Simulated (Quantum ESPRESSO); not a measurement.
Runs of Quantum ESPRESSO 7.5 on Nb4C3. It takes space group Pm-3m (No. 221, cubic). The conventional cell has a = 4.471 Å, b = 4.471 Å, c = 4.471 Å, α = 90.00°, β = 90.00°, γ = 90.00°. Nb (site symmetry m-3m) is surrounded by 6 C at 2.24 Å. Nb (site symmetry 4/mmm) is surrounded by 4 C at 2.24 Å. C (site symmetry 4/mmm) has 6 Nb at 2.24 Å as nearest neighbours. The cell comes from a database or a generator and needn't be the stable form of this composition.

| task | level | potentials or basis | k mesh | cutoff (eV) | symmetry | SCF threshold | form of the LDA correlation | gap on the mesh (eV) | pressure (GPa) | V0 of scaled cells (Å³/atom) | B0 (GPa) |
| --- | --- | --- | --- | --- | --- | --- | --- | --- | --- | --- | --- |
| band structure | r2SCAN | SG15 PBE 1.2 | 4 × 4 × 4 | 1197 | off | 1e-08 Ry | - | none | -4.8 | - | - |
| equation of state | LDA | GBRV 1.5 LDA | 6 × 6 × 6 | 612 | - | 1.4e-09 Ry | PZ81 | - | - | 12.10 | (a) |
| single point | PBEsol | GBRV 1.5 PBEsol | 6 × 6 × 6 | 612 | - | 1.4e-09 Ry | - | none | -10.5 | - | - |
| band structure | LDA | GBRV 1.5 LDA | 6 × 6 × 6 | 612 | - | 1.4e-09 Ry | PZ81 | none | -14.7 | - | - |
| equation of state | PBEsol | GBRV 1.5 PBEsol | 6 × 6 × 6 | 612 | - | 1.4e-09 Ry | - | - | - | (b) | 286 |
| band structure | PBEsol | GBRV 1.5 PBEsol | 6 × 6 × 6 | 612 | - | 1.4e-09 Ry | - | none | -10.5 | - | - |

Alike in all rows: no spin polarisation; cell as given; smearing fermi-dirac 0.05 eV.

Q: Estimate the missing entries.

A: (a) 299; (b) 12.28.

Caveats: some levels on the path didn't converge (some runs); the potentials were made for another functional, which shifts forces and pressure (some runs).

A k mesh can miss the band edges, and the runs leave out spin-orbit coupling on Nb.

A gap of «none» marks a metal or a gap under the smearing width.
